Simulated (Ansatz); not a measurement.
BaTiO3:

```
Ba Ti O
1.0
     4.00730    0.00000    0.00000
     0.00000    4.00730    0.00000
     0.00000    0.00000    8.01460
Ba Ti O
2 2 6
Cartesian
  2.3139 2.3844 1.9229
  2.0570 1.8276 6.1203
  0.1419 4.0001 0.1061
  3.8069 3.8918 4.1558
  2.2804 3.7093 7.8525
  1.7205 3.8733 4.0115
  3.8827 2.3866 7.8876
  3.8235 1.8548 4.1970
  3.8544 0.0411 1.7952
  0.1626 0.0749 6.0314
```

Base run:

| Quantity | Value |
| --- | --- |
| Program | Ansatz 0.2.0 |
| Functional | PBE |
| Potentials or basis | Ansatz PAW |
| Cutoff | 250 eV |
| Density cutoff | 1000 eV |
| k mesh | 7 × 7 × 4 |
| Occupations | fermi-dirac, width 0.05 eV |
| Spin | no spin polarisation |

Its results: band gap on the k mesh 1.50 eV, indirect (least direct gap 1.52 eV); pressure 17.0 GPa; largest force 8.137 eV/Å.

**Question.** The run is repeated on the same cell with these changes: cutoff from 250 eV to 420 eV (not typed: the program's choice for these potentials); k mesh from 7 × 7 × 4 to 12 × 12 × 6. What comes out?

**Answer.** Band gap on the k mesh 1.49 eV, indirect (least direct gap 1.50 eV); pressure 18.3 GPa; largest force 7.875 eV/Å.

Caveats: so large a pressure means that the cell lies far from this level's equilibrium, or that cutoff or potentials fall short; spin-orbit coupling is left out, which moves the levels of the heavy elements; forces of over 1 eV/Å show positions far from the minimum, so gaps and moduli don't describe the material at rest; odd divisions of the mesh miss points on the zone boundary, where band edges often lie, so the gap on the mesh can be too wide (some runs); the pressure holds a Pulay correction of +74.6 GPa for the finite cutoff (some runs); the cutoff lies under the one recommended for these potentials (some runs).

A k mesh can miss the band edges.
